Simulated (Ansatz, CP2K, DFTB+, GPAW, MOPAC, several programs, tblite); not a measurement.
## PbSe (I4/mmm) from semi-empirical methods to plane-wave DFT

PbSe (I4/mmm) from a database structure, relaxed with r2SCAN+rVV10 in Ansatz, was computed with several methods. The symmetry is I4/mmm (No. 139, tetragonal); conventional cell a = 4.347 Å, c = 13.077 Å, 30.89 Å³ an atom. Around Pb lie 5 Se at 2.79–3.07 Å; around Se lie 5 Pb at 2.79–3.07 Å. The values are computed, spin-unpolarised, and not measurements.

```cif
data_structure
_symmetry_space_group_name_H-M 'I4/mmm'
_symmetry_Int_Tables_number 139
_cell_length_a 4.3468
_cell_length_b 4.3468
_cell_length_c 13.0773
_cell_angle_alpha 90.000
_cell_angle_beta 90.000
_cell_angle_gamma 90.000
_cell_volume 247.09
loop_
_atom_site_label
_atom_site_type_symbol
_atom_site_symmetry_multiplicity
_atom_site_Wyckoff_symbol
_atom_site_fract_x
_atom_site_fract_y
_atom_site_fract_z
_atom_site_occupancy
Pb1 Pb 4 e 0.50000 0.50000 0.64090 1
Se1 Se 4 e 0.00000 0.00000 0.64584 1
```

Gaps and times are for a single point on this cell; volume and bulk modulus come from each method's own relaxation or energy curve at fixed shape, which is too stiff where a cell has free coordinates or axes. Times are rough, from shared hosts (Intel Xeon Platinum 8259CL CPU @ 2.50GHz), and each method has its own mesh and cell size. A double dagger marks a value from a curve with shape and coordinates held. PM6 (MOPAC): levels, charges or heat of formation failed a check of plausibility, so no values are given. PM6 (MOPAC), PM7 (MOPAC), GFN1-xTB (tblite), GFN2-xTB (tblite) treat a cluster of cells at its zone centre, which samples few k points: where these miss a band edge, the gap comes out too large for that reason alone. Gaps from k meshes are read at a limited set of points (mesh, symmetry points, PBE's band edges), so each method's own least gap may be somewhat smaller. xTB and the PM methods were fitted mostly to molecules, and can miss a solid's gap by electronvolts. Minimal bases can be far off for gaps. Curves at held shape can't give the bulk modulus of a layered or molecular crystal, so none is listed. GLLB-SC's gap includes the derivative discontinuity. d marks a direct gap, i an indirect one (no mark: not told apart), a dash a value that wasn't computed or didn't pass its checks.

| method | kind | gap (eV) | own volume (Å³/atom) | bulk modulus (GPa) | atoms computed | processor time |
| --- | --- | --- | --- | --- | --- | --- |
| GFN1-xTB (DFTB+) | tight binding | 1.33 i | – | – | 4 | 1.3 s |
| GFN1-xTB (tblite) | tight binding | 0.95 | – | – | 32 | 1.5 s |
| light PBE (260 eV and a coarse mesh) | light plane-wave | 0.52 i | – | – | 4 | 2.1 s |
| PM7 (MOPAC) | semi-empirical | 4.69 | – | – | 32 | 2.1 s |
| PM6 (MOPAC) | semi-empirical | – | – | – | 32 | 2.7 s |
| GFN2-xTB (tblite) | tight binding | 1.27 | – | – | 32 | 2.8 s |
| PBE | semilocal | 0.57 i | – | – | 4 | 10 s |
| PBE/SZV (CP2K) | small basis | 0.55 i | 33.50‡ | – | 4 | 26 s |
| r2SCAN | semilocal | 0.75 i | – | – | 4 | 27 s |
| PBE/DZVP (CP2K) | small basis | 0.53 i | 32.18‡ | – | 4 | 44 s |
| GLLB-SC (GPAW) | model potential | 1.33 | – | – | 4 | 2.8 min |

Against r2SCAN (0.75 eV) and with closed or daggered gaps left aside, the nearest gap at the points sampled is that of PBE (-0.18 eV) and the farthest that of PM7 (MOPAC) (+3.94 eV). r2SCAN is only a yardstick of convenience: semilocal gaps usually lie below measured ones, which GLLB-SC and hybrids aim to mend.

Runs without a result: PBE/single zeta (GPAW) (single point).

Spin-orbit coupling is left out; in compounds of Pb, Bi, Tl or Hg it can lower a gap by up to about 1 eV, split its edges or invert the bands.
